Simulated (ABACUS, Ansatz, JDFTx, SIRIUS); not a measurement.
# Cost and result for the equilibrium volume of Fe

**What was measured.** The equilibrium volume of Fe (Im-3m) is reported as 11.77 Å³/atom at 298 K (a printed reference work). The runs below try to reproduce it.

The structure is cubic, space group Im-3m (No. 229). Conventional cell: a = 2.886 Å, b = 2.886 Å, c = 2.886 Å, α = 90.00°, β = 90.00°, γ = 90.00°. Fe (site symmetry m-3m) has 8 Fe at 2.50 Å as nearest neighbours.

| rung | level | program and potentials | cutoff (eV) | k mesh | smearing | task | core time | chip | equilibrium volume (Å³/atom) | miss | notes |
| --- | --- | --- | --- | --- | --- | --- | --- | --- | --- | --- | --- |
| GGA | PBE | JDFTx, PseudoDojo-SR-PBE-0.5-standard | 1225 | 8 × 8 × 8 | fermi-dirac 0.05 | relaxation of cell and atoms | 38 s | AMD EPYC 9R45 Zen 5 | 11.60 | -1.4 % | coarse mesh |
| GGA + dispersion | PBEsol+D3(BJ) | Ansatz, all-electron LAPW, scalar-relativistic | - | 13 × 13 × 13 | fermi-dirac 0.05 | relaxation of cell and atoms | 47 s | Arm Neoverse V2 | 10.55 | -10.4 % | - |
| GGA | RPBE | ABACUS, GBRV ultrasoft 1.5 PBE, plane waves | 544 | 10 × 10 × 10 | fermi-dirac 0.05 | relaxation of cell and atoms | 69 s | AMD EPYC 7R13 Zen 3 | 11.61 | -1.4 % | potentials made for PBE |
| GGA | BLYP | ABACUS, Ansatz NC PBE, plane waves | 1225 | 10 × 10 × 10 | fermi-dirac 0.05 | relaxation of cell and atoms | 77 s | AMD EPYC 9R14 Zen 4 | 11.66 | -0.9 % | potentials made for PBE |
| GGA | PW91 | ABACUS, Ansatz NC PBE, plane waves | 1225 | 10 × 10 × 10 | fermi-dirac 0.05 | relaxation of cell and atoms | 2 min | Intel Xeon Platinum 8488C Sapphire Rapids | 11.19 | -4.9 % | potentials made for PBE |
| GGA | revPBE | SIRIUS, PseudoDojo 0.4.1 PBE standard (scalar relativistic) | 1228 | 6 × 6 × 6 | fermi-dirac 0.05 | relaxation of cell and atoms | 2.6 min | AMD EPYC 7R43 Zen 3 | 11.58 | -1.6 % | coarse mesh; potentials made for PBE |
| GGA + dispersion | revPBE+D4 | SIRIUS, PseudoDojo 0.4.1 PBE standard (scalar relativistic) | 1228 | 6 × 6 × 6 | fermi-dirac 0.05 | relaxation of cell and atoms | 2.6 min | AMD EPYC 7R43 Zen 3 | 11.15 | -5.3 % | coarse mesh; potentials made for PBE |
| GGA + dispersion | revPBE+D3(zero damping) | SIRIUS, PseudoDojo 0.4.1 PBE standard (scalar relativistic) | 1228 | 6 × 6 × 6 | fermi-dirac 0.05 | relaxation of cell and atoms | 2.7 min | AMD EPYC 7R43 Zen 3 | 11.03 | -6.3 % | coarse mesh; potentials made for PBE |
| GGA + dispersion | revPBE+D3(BJ) | SIRIUS, PseudoDojo 0.4.1 PBE standard (scalar relativistic) | 1228 | 6 × 6 × 6 | fermi-dirac 0.05 | relaxation of cell and atoms | 3.1 min | AMD EPYC 7R43 Zen 3 | 11.06 | -6.0 % | coarse mesh; potentials made for PBE |
| GGA | OLYP | ABACUS, PseudoDojo NC SR 0.5 PBE stringent, plane waves | 1619 | 10 × 10 × 10 | fermi-dirac 0.05 | equation of state | 3.6 min | Intel Xeon Platinum 8488C Sapphire Rapids | 11.45 | -2.7 % | potentials made for PBE; fit through 4 volumes |

Times are single runs on shared hosts and different chips, so they are rough; meshes, cutoffs and the tasks' sizes weigh on the time. All rows: collinear spin, ferromagnetic start. Smearing widths are in eV. For a metal such meshes aren't converged. Meshes differ between rows, which moves values too. Meshes are those of the run's cell of 1 atom unless a note names another. Relaxations start from the cell shown or near it and stop with a little pressure left. The cell shown, of 12.02 Å³ an atom, is the runs' start and not the measured value. Misses use the values as printed. Runs on faulty files, with rough fits or with known faults for this quantity aren't shown. No row holds spin-orbit coupling.

By rung: GGA + dispersion 10.55; GGA 11.19 to 11.66; GGA on coarse meshes 11.58 to 11.60; GGA + dispersion on coarse meshes 11.03 to 11.15 (Å³/atom). Measured: 11.77 Å³/atom at 298 K (a printed reference work). Closest, coarse meshes and atomic bases left aside, is BLYP (-0.9 %). The runs are for a static lattice, while measurements hold temperature and zero-point motion.
